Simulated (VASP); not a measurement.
## VASP inputs for BP (strained zincblende)

INCAR

```
ALGO = Normal
IBRION = -1
ENCUT = 520
ISMEAR = 0
METAGGA = R2SCAN
LREAL = .FALSE.
NSW = 0
LCHARG = .FALSE.
SIGMA = 0.01
ISIF = 2
PREC = Accurate
NELM = 120
NBANDS = 11
EDIFF = 1E-7
LWAVE = .FALSE.
LASPH = .TRUE.
```

KPOINTS

```
KPOINTS created by Atomic Simulation Environment
0
Gamma
10 10 10
0 0 0
```

KPOINTS_OPT

```
special points
7
Reciprocal
0.0000000000 0.0000000000 0.0000000000 1
-0.5000000000 -0.5000000000 0.0000000000 1
-0.3750000000 -0.3750000000 0.2500000000 1
-0.3750000000 0.0000000000 0.3750000000 1
0.0000000000 0.0000000000 0.5000000000 1
-0.5000000000 -0.2500000000 0.2500000000 1
0.4036460000 0.4036460000 0.0000000000 1
```

POSCAR

```
B  P
 1.0000000000000000
     0.0000000000000000    2.3778753193000002    2.2234512308999999
     2.3778753193000002    0.0000000000000000    2.2234512308999999
     2.3778753193000002    2.3778753193000002    0.0000000000000000
 B   P
   1   1
Cartesian
  0.0000000000000000  0.0000000000000000  0.0000000000000000
  1.1889376596500001  1.1889376596500001  1.1117256154499999
```

VASP ran with the recommended PBE PAW datasets (8 valence electrons in the cell).

What does this run give?

gap between bands v and c 0.54 eV; least direct gap 2.86 eV; pressure -11.4 GPa.

Band v is the last that the valence electrons fill when counted band by band, and c is the next. Levels in eV from the top of v:

```json
{"point": "Γ", "v−1": "-0.62", "v": "0.00", "c": "2.86", "c+1": "3.29"}
{"point": "X", "v−1": "-4.92", "v": "-4.92", "c": "0.76", "c+1": "0.96"}
{"point": "K", "v−1": "-6.44", "v": "-3.65", "c": "2.37", "c+1": "6.30"}
{"point": "L", "v−1": "-2.59", "v": "-1.78", "c": "2.95", "c+1": "4.27"}
{"point": "W", "v−1": "-5.87", "v": "-5.64", "c": "4.97", "c+1": "5.85"}
```
